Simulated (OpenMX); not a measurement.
The system is Se.

```
Se
1.0
     4.36620    0.00000    0.00000
    -2.18310    3.78124    0.00000
     0.00000    0.00000    4.95360
Se
3
Direct
  0.77460 0.77460 0.00000
  0.00000 0.22540 0.66667
  0.22540 0.00000 0.33333
```

Base run:

| Quantity | Value |
| --- | --- |
| Program | OpenMX 3.8.5 |
| Functional | PBE |
| Potentials or basis | OpenMX 2013 PBE set, Se7.0-s3p2d2, grid cutoff 260 Ry |
| k mesh | 7 × 7 × 7 |
| Occupations | fermi-dirac, width 0.05 eV |
| Spin | no spin polarisation |

Its results: band gap on the k mesh 1.19 eV, indirect (least direct gap 1.51 eV); pressure 3.9 GPa; largest force 1.148 eV/Å.

Q: The run is repeated on the same cell with these changes: functional from PBE to LDA; potentials or basis from OpenMX 2013 PBE set, Se7.0-s3p2d2, grid cutoff 260 Ry to OpenMX 2013 LDA set, Se8.0-s3p2d2, grid cutoff 300 Ry. What comes out?

A: Band gap on the k mesh 1.09 eV, indirect (least direct gap 1.44 eV); pressure -1.3 GPa; largest force 0.773 eV/Å.

Caveats: an odd mesh through Γ misses points on the zone boundary, where band edges often lie; the basis of atomic orbitals isn't converged, which shifts pressures, moduli and gaps; forces of over 1 eV/Å show positions far from the minimum, so gaps and moduli don't describe the material at rest (some runs).

Not every run made on this cell is shown here.
